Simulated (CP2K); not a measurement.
**InP in CP2K: the effect of functional**

Crystal: InP.

```
CELL_PARAMETERS angstrom
4.14435 0.00000 0.00000
2.07218 3.58911 0.00000
2.07218 1.19637 3.38385
ATOMIC_POSITIONS crystal
In 0.00000 0.00000 0.00000
P 0.75000 0.75000 0.75000
```

Alike in all runs:

* Program: CP2K 2026.2
* Task: band structure
* Potentials or basis: POTENTIAL_UZH In GTH-PBE-q13, P GTH-PBE-q5; TZVP-MOLOPT-PBE-GTH basis
* Density cutoff: 9184 eV
* k mesh: 8 × 8 × 8
* Occupations: fermi-dirac, width 0.05 eV
* Spin: no spin polarisation

```tsv
functional	gap on the mesh (eV)	pressure (GPa)
PBE	0.69	3.9
LDA	0.51	0.5
rev-vdW-DF2	0.58	3.3
RPBE	0.78	5.2
WC	?	?
TPSS	0.73	3.3
```

Question: What does the run with functional WC give?

Answer: gap on the mesh 0.58 eV; pressure 1.7 GPa.

Caveats: spin-orbit coupling is left out, which moves the levels of the heavy elements; the basis of atomic orbitals isn't converged, which shifts pressures, moduli and gaps; the potentials were made for another functional, which shifts forces and pressure (some runs).

